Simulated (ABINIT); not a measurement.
The system is Ta.

```xyz
2
Lattice="2.9004 0.0000 0.0000 -1.4502 2.5118 0.0000 0.0000 0.0000 5.1663" Properties=species:S:1:pos:R:3 pbc="T T T"
Ta    0.0000    1.6745    1.2916
Ta    1.4502    0.8373    3.8747
```

This isn't the form of Ta at room conditions, which is bcc.

```yaml
Program: ABINIT 10.8.3 (patched build)
Task: relaxation of cell and atoms
Functional: LDA
Potentials_or_basis: PseudoDojo NC SR LDA v0.4.1 standard
Cutoff: 789 eV
k_mesh: 8 × 8 × 4
Occupations: fermi-dirac, width 0.05 eV
Spin: no spin polarisation
```

At the start: pressure -12.8 GPa; volume 18.82 Å³/atom.

Problem. How do energy, volume and symmetry change on relaxing?

Solution. Over 8 steps the energy falls by 52.0 meV/atom and the volume is 17.58 Å³/atom (-6.6 %); space group P6_3/mmc (No. 194, to 0.05 Å).

Step by step:
```csv
step,energy change (eV),largest force (eV/Å),pressure (GPa),volume (Å³)
1,0.0000,0.0000,-12.80,37.64
2,-0.0854,0.0000,-5.72,36.18
3,-0.1036,0.0000,0.42,35.11
4,-0.1038,0.0000,-0.01,35.18
5,-0.1039,0.0000,-0.15,35.20
6,-0.1040,0.0000,-0.12,35.18
7,-0.1040,0.0000,-0.03,35.17
8,-0.1040,0.0000,0.00,35.16
```

Final structure:
```xyz
2
Lattice="2.8384 0.0000 0.0000 -1.4192 2.4581 0.0000 0.0000 0.0000 5.0397" Properties=species:S:1:pos:R:3 pbc="T T T"
Ta    0.0000    1.6388    1.2599
Ta    1.4192    0.8194    3.7798
```
